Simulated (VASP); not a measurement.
# AlN (P6_3mc) in VASP: further runs

One crystal, AlN, is run at these levels: r2SCAN+D3(BJ), revPBE; tasks: electric field gradients, equation of state.

All numbers are computed with VASP 6.6.1; they aren't measurements. Logs are shortened: lines on timing, memory, paths and dates and some standing lists are left out, and cuts for length are marked.

**Measured values to compare with.**

“Self-assembly of well-separated AlN nanowires directly on sputtered metallic TiN films”, 2019, arxiv:1910.07391 quotes, for a bulk crystal of AlN at 10 K: band gap 6.034 eV (an exciton energy, a little under the gap).

The runs below are set against these values where they give the same quantity.

## 1. The crystal as given

It takes space group P6_3mc (No. 186, hexagonal). Conventional cell: a = 3.113 Å, b = 3.113 Å, c = 4.981 Å, α = 90.00°, β = 90.00°, γ = 120.00°. Around Al (site symmetry 3m) lie 4 N at 1.89 Å. N (site symmetry 3m) is surrounded by 4 Al at 1.89 Å.

## 2. Electric field gradients, r2SCAN+D3(BJ)

The input, INCAR:

```
PREC = Accurate
ENCUT = 900
EDIFF = 1E-8
ISMEAR = 0
SIGMA = 0.05
LREAL = False
LASPH = True
NELM = 100
ALGO = Normal
ISIF = 2
LWAVE = False
LCHARG = False
METAGGA = R2SCAN
LMIXTAU = True
IVDW = 12
VDW_S6 = 1.0
VDW_S8 = 0.78981345
VDW_A1 = 0.49484001
VDW_A2 = 5.73083694
LEFG = True
```

The input, AlN.cif:

```cif
data_AlN
_cell_length_a 3.11300000
_cell_length_b 3.11300000
_cell_length_c 4.98100000
_cell_angle_alpha 90.00000000
_cell_angle_beta 90.00000000
_cell_angle_gamma 120.00000000
_space_group_name_H-M_alt 'P6_3mc'
_space_group_name_Hall 'P 6c -2c'
_space_group_IT_number 186
loop_
_space_group_symop_operation_xyz
'x,y,z'
'x-y,x,z+1/2'
'-y,x-y,z'
'-x,-y,z+1/2'
'-x+y,-x,z'
'y,-x+y,z+1/2'
'y,x,z+1/2'
'x,x-y,z'
'x-y,-y,z+1/2'
'-y,-x,z'
'-x,-x+y,z+1/2'
'-x+y,y,z'
loop_
_atom_site_label
_atom_site_type_symbol
_atom_site_symmetry_multiplicity
_atom_site_Wyckoff_symbol
_atom_site_fract_x
_atom_site_fract_y
_atom_site_fract_z
_atom_site_occupancy
Al1 Al 2 b 0.6666666667 0.3333333333 0.5000000000 1
N1 N 2 b 0.6666666667 0.3333333333 0.8800000000 1
```

The input, KPOINTS:

```
Automatic mesh
0
Gamma
  10 10 6
```

The input, POSCAR:

```
Al N 
 1.0000000000000000
     3.1130000000000000    0.0000000000000000    0.0000000000000000
    -1.5564999999999993    2.6959370819809578    0.0000000000000000
     0.0000000000000000    0.0000000000000000    4.9809999999999999
 Al  N  
   2   2
Cartesian
  1.5565000001556497  0.8986456939037880  2.4904999999999999
  0.0000000001556503  1.7972913880771695  0.0000000000000000
  1.5565000001556497  0.8986456939037880  4.3832800000000001
  0.0000000001556503  1.7972913880771695  1.8927799999999995
```

Potentials or basis: VASP PAW PBE potentials, release 64 (Al, N_h).

The run is started by

```sh
> ase convert -i cif -o vasp AlN.cif POSCAR
> cat potpaw_PBE.64/Al/POTCAR potpaw_PBE.64/N_h/POTCAR > POTCAR
> mpirun -np 1 vasp_std > vasp.out
```

OUTCAR:

```text
PREC = Accurate
   ENCUT = 900
   EDIFF = 1E-8
   ISMEAR = 0
   LREAL = False
   LASPH = True
   NELM = 100
   ISIF = 2
   METAGGA = R2SCAN
   IVDW = 12
 IVDW          = 12

 ion  position               nearest neighbor table
   1  0.667  0.333  0.500-   3 1.89   4 1.89   4 1.89   4 1.89   2 3.07   2 3.07   2 3.07   2 3.07
                             2 3.07   2 3.07
   2  0.333  0.667  0.000-   4 1.89   3 1.89   3 1.89   3 1.89   1 3.07   1 3.07   1 3.07   1 3.07
                             1 3.07   1 3.07
   3  0.667  0.333  0.880-   1 1.89   2 1.89   2 1.89   2 1.89
   4  0.333  0.667  0.380-   2 1.89   1 1.89   1 1.89   1 1.89

  LATTYP: Found a hexagonal cell.
 ALAT       =     3.1130000000
 C/A-ratio  =     1.6000642467

  Lattice vectors:

 A1 = (   3.1130000000,   0.0000000000,   0.0000000000)
 A2 = (  -1.5565000000,   2.6959370820,   0.0000000000)
 A3 = (   0.0000000000,   0.0000000000,   4.9810000000)

Analysis of symmetry for initial positions (statically):
=====================================================================
 Subroutine PRICEL returns:
 Original cell was already a primitive cell.

 Routine SETGRP: Setting up the symmetry group for a
 hexagonal supercell.

 Subroutine GETGRP returns: Found 12 space group operations
 (whereof  6 operations were pure point group operations)
 out of a pool of 24 trial point group operations.

The static configuration has the point symmetry C_3v.
 The point group associated with its full space group is C_6v.

Analysis of symmetry for dynamics (positions and initial velocities):
=====================================================================
 Subroutine PRICEL returns:
 Original cell was already a primitive cell.

 Routine SETGRP: Setting up the symmetry group for a
 hexagonal supercell.

 Subroutine GETGRP returns: Found 12 space group operations
 (whereof  6 operations were pure point group operations)
 out of a pool of 24 trial point group operations.

The dynamic configuration has the point symmetry C_3v.
 The point group associated with its full space group is C_6v.

 Subroutine INISYM returns: Found 12 space group operations
 (whereof  6 operations are pure point group operations),
 and found     1 'primitive' translations

----------------------------------------------------------------------------------------

                                     Primitive cell

  volume of cell :      41.8028

  direct lattice vectors                    reciprocal lattice vectors
     3.113000000  0.000000000  0.000000000     0.321233537  0.185464269  0.000000000
    -1.556500000  2.695937082  0.000000000     0.000000000  0.370928538  0.000000000
     0.000000000  0.000000000  4.981000000     0.000000000  0.000000000  0.200762899

  length of vectors
     3.113000000  3.113000000  4.981000000     0.370928538  0.370928538  0.200762899

  position of ions in fractional coordinates (direct lattice)
     0.666666667  0.333333333  0.500000000
     0.333333333  0.666666667  0.000000000
     0.666666667  0.333333333  0.880000000
     0.333333333  0.666666667  0.380000000

  ion indices of the primitive-cell ions
   primitive index   ion index
                 1           1
                 2           2
                 3           3
                 4           4

----------------------------------------------------------------------------------------

 KPOINTS: Automatic mesh

Automatic generation of k-mesh.
 Grid dimensions read from file:
 generate k-points for:   10   10    6

 Generating k-lattice:

  Cartesian coordinates                     Fractional coordinates (reciprocal lattice)
     0.032123354  0.018546427  0.000000000     0.100000000 -0.000000000  0.000000000
     0.000000000  0.037092854  0.000000000     0.000000000  0.100000000  0.000000000
     0.000000000  0.000000000  0.033460483     0.000000000  0.000000000  0.166666667

  Length of vectors
     0.037092854  0.037092854  0.033460483

  Shift w.r.t. Gamma in fractional coordinates (k-lattice)
     0.000000000  0.000000000  0.000000000

 Subroutine IBZKPT returns following result:
 ===========================================

 Found     56 irreducible k-points:

 Following reciprocal coordinates:
            Coordinates               Weight
  0.000000  0.000000  0.000000      1.000000
  0.100000 -0.000000  0.000000      6.000000
  0.200000 -0.000000  0.000000      6.000000
  0.300000  0.000000  0.000000      6.000000
  0.400000 -0.000000  0.000000      6.000000
  0.500000  0.000000  0.000000      3.000000
[... 16 lines left out ...]
  0.300000  0.100000  0.166667     24.000000
  0.400000  0.100000  0.166667     24.000000
 [... further k-points ...]
   k-points           NKPTS =     56   k-points in BZ     NKDIM =     56   number of bands    NBANDS=     12
   number of dos      NEDOS =    301   number of ions     NIONS =      4
   total plane-waves  NPLWV =  45000
   dimension x,y,z NGX =    30 NGY =   30 NGZ =   50
   dimension x,y,z NGXF=    60 NGYF=   60 NGZF=  100
   ions per type =               2   2
   NGX,Y,Z   is equivalent  to a cutoff of  16.02, 16.02, 16.69 a.u.
   NGXF,Y,Z  is equivalent  to a cutoff of  32.04, 32.04, 33.38 a.u.
 SYSTEM =  unknown system
   PREC   = accura    normal or accurate (medium, high low for compatibility)
   ISTART =      0    job   : 0-new  1-cont  2-samecut
   ICHARG =      2    charge: 1-file 2-atom 10-const
   ISPIN  =      1    spin polarized calculation?
   LNONCOLLINEAR =      F non collinear calculations
   LSORBIT =      F    spin-orbit coupling
   LASPH  =      T    aspherical Exc in radial PAW
   ENCUT  =  900.0 eV  66.15 Ry    8.13 a.u.   7.61  7.61 12.18*2*pi/ulx,y,z
   NELM   =    100;   NELMIN=  2; NELMDL= -5     # of ELM steps
   EDIFF  = 0.1E-07   stopping-criterion for ELM
   LREAL  =      F    real-space projection
   EDIFFG = 0.1E-06   stopping-criterion for IOM
   NSW    =      0    number of steps for IOM
   IBRION =     -1    ionic relax: 0-MD 1-quasi-New 2-CG
   NFREE  =      0    steps in history (QN), initial steepest desc. (CG)
   ISIF   =      2    stress and relaxation
   ISYM   =      2    0-nonsym 1-usesym 2-fastsym
   POTIM  = 0.5000    time-step for ionic-motion
   TEBEG  =    0.0;   TEEND  =   0.0 temperature during run
   PSTRESS=    0.0 pullay stress
   NELECT =      16.0000    total number of electrons
   NUPDOWN=      -1.0000    fix difference up-down
   EMIN   =  10.00;   EMAX   =-10.00  energy-range for DOS
   EFERMI =   0.00;   METHOD = LEGACY
   ISMEAR =     0;   SIGMA  =   0.05  broadening in eV -4-tet -1-fermi 0-gaus
   EFERMI_NEDOS =   21; number of points for ismear=-14 and -15
   IALGO  =     38    algorithm
   IMIX   =      4    mixing-type and parameters
     AMIX     =   0.40;   BMIX     =  1.00
     AMIX_MAG =   1.60;   BMIX_MAG =  1.00
  volume/ion in A,a.u.               =      10.45        70.52
  Fermi-wavevector in a.u.,A,eV,Ry     =   1.188629  2.246183 19.222843  1.412839
  Thomas-Fermi vector in A             =   2.324754
   LORBIT       =      0    0 simple, 1 ext, 2 COOP (PROOUT), +10 PAW based schemes
   METAGGA = R2SCAN    functional components
   LHFCALC =     F    Hartree Fock is set to
   AEXX    =    0.0000 exact exchange contribution
   IVDW    =    12    specifies the selected vdW correction
   LEPSILON=     F    determine dielectric tensor
   LRPA    =     F    only Hartree local field effects (RPA)
 non-spin polarized calculation
 Gauss-broadening in eV      SIGMA  =   0.05
  energy-cutoff  :      900.00
  volume of cell :       41.80
 maximum number of plane-waves:      2593
   NGX = 15   NGY = 15   NGZ = 25

 number of electron      15.9999999 magnetization

 Free energy of the ion-electron system (eV)
  ---------------------------------------------------
  ext. energy  EPLUGINS =         0.00000000
  ---------------------------------------------------
  free energy    TOTEN  =       -38.44716229 eV

  energy without entropy =      -38.44716229  energy(sigma->0) =      -38.44716229

 E-fermi :   6.3795     XC(G=0): -11.3886

 val. band max:        6.1763662398   @ k =   0.0000   0.0000   0.0000
 cond. band min:      11.0725072139   @ k =   0.0000   0.0000   0.0000
 fundamental gap:      4.8961409741
 Fermi energy:         6.3794745856

 k-point     1 :       0.0000    0.0000    0.0000
  band No.  band energies     occupation
      1      -9.7580      2.00000
      2      -7.6444      2.00000
      3       0.1470      2.00000
      4       5.3218      2.00000
      5       5.3218      2.00000
      6       5.9851      2.00000
      7       5.9851      2.00000
      8       6.1764      2.00000
      9      11.0725      0.00000
     10      13.6751      0.00000
     11      17.7566      0.00000
     12      18.1975      0.00000
[... 331 lines left out ...]
 k-point    24 :       0.4000    0.1000    0.1667
  band No.  band energies     occupation
      1      -7.8058      2.00000
      2      -7.1580      2.00000
      3       0.7478      2.00000
      4       1.7682      2.00000
      5       3.0951      2.00000
      6       3.8839      2.00000
      7       4.7619      2.00000
      8       5.1128      2.00000
      9      12.3885      0.00000
     10      13.3666      0.00000
     11      15.8878      0.00000
     12      16.8837      0.00000

 [... further k-points ...]

------------------------ aborting loop because EDIFF is reached ----------------------------------------

 Edisp (eV)   -0.50590

 E8    (eV) :    -0.1522

  FORCE on cell =-STRESS in cart. coord.  units (eV):
  Direction    XX          YY          ZZ          XY          YZ          ZX
  --------------------------------------------------------------------------------------
  -------------------------------------------------------------------------------------
  Total      -1.07315    -1.07315    -0.60405    -0.00000     0.00000     0.00000
  in kB     -41.13069   -41.13069   -23.15150    -0.00000     0.00000     0.00000
  external pressure =      -35.14 kB  Pullay stress =        0.00 kB

 VOLUME and BASIS-vectors are now :
 -----------------------------------------------------------------------------
  energy-cutoff  :      900.00
  volume of cell :       41.80
      direct lattice vectors                 reciprocal lattice vectors
     3.113000000  0.000000000  0.000000000     0.321233537  0.185464269  0.000000000
    -1.556500000  2.695937082  0.000000000     0.000000000  0.370928538  0.000000000
     0.000000000  0.000000000  4.981000000     0.000000000  0.000000000  0.200762899

 POSITION                                       TOTAL-FORCE (eV/Angst)
 -----------------------------------------------------------------------------------
      1.55650      0.89865      2.49050        -0.000000      0.000000     -0.123925
      0.00000      1.79729      0.00000         0.000000     -0.000000     -0.123925
      1.55650      0.89865      4.38328         0.000000     -0.000000      0.123925
      0.00000      1.79729      1.89278        -0.000000      0.000000      0.123925
 -----------------------------------------------------------------------------------
    total drift:                               -0.000000      0.000000     -0.012640

  FREE ENERGIE OF THE ION-ELECTRON SYSTEM (eV)
  ---------------------------------------------------
  free  energy   TOTEN  =       -38.9530663222 eV

  energy  without entropy=      -38.9530663222  energy(sigma->0) =      -38.95306632

 Electric field gradients (V/A^2)
---------------------------------------------------------------------
 ion       V_xx      V_yy      V_zz      V_xy      V_xz      V_yz
---------------------------------------------------------------------
   1      -1.351    -1.351     2.701     0.000    -0.000     0.000
   2      -1.351    -1.351     2.701     0.000     0.000    -0.000
   3       0.276     0.275    -0.551    -0.000     0.000    -0.000
   4       0.276     0.275    -0.551    -0.000    -0.000    -0.000
---------------------------------------------------------------------

 Electric field gradients after diagonalization (V/A^2)
 (convention: |V_zz| > |V_xx| > |V_yy|)
----------------------------------------------------------------------
 ion       V_xx      V_yy      V_zz     asymmetry (V_yy - V_xx)/ V_zz
----------------------------------------------------------------------
   1      -1.351    -1.351     2.701       0.000
   2      -1.351    -1.351     2.701       0.000
   3       0.276     0.275    -0.551       0.001
   4       0.276     0.275    -0.551       0.001
----------------------------------------------------------------------

           NMR quadrupolar parameters

 Cq : quadrupolar parameter    Cq=e*Q*V_zz/h
 eta: asymmetry parameters     (V_yy - V_xx)/ V_zz
 Q  : nuclear electric quadrupole moment in mb (millibarn)
----------------------------------------------------------------------
 ion       Cq(MHz)       eta       Q (mb)
----------------------------------------------------------------------
   1       0.007       0.000       1.000
   2       0.007       0.000       1.000
   3      -0.001       0.001       1.000
   4      -0.001       0.001       1.000
----------------------------------------------------------------------
```

It took 5.1 min on 1 thread of AMD EPYC 7R13 (Zen 3), shared host; peak memory 0.21 GiB.

What came out:

```yaml
Free_energy: -38.9531 eV
Pressure: -3.5 GPa
Largest_force: 0.124 eV/Å
Band_gap_on_the_k_mesh: 4.90 eV, direct
Dispersion_energy_per_atom: -0.126 eV
```

Forces on the atoms (eV/Å):
```
Al   0.000  0.000 -0.124
Al   0.000  0.000 -0.124
N    0.000  0.000  0.124
N    0.000  0.000  0.124
```

Electric field gradients, principal values (V/Å²):
| atom | Vxx | Vyy | Vzz |
| --- | --- | --- | --- |
| 1 Al | -1.351 | -1.351 | 2.701 |
| 2 Al | -1.351 | -1.351 | 2.701 |
| 3 N | 0.275 | 0.276 | -0.551 |
| 4 N | 0.275 | 0.276 | -0.551 |

Caveat: the cutoff is under 1.25 times the usual one of these potentials, so pressure, stress and relaxed cells hold a basis-set (Pulay) error; the PAW data sets were made with another functional, which shifts forces and pressure a little.

[end of part 1 of 2]
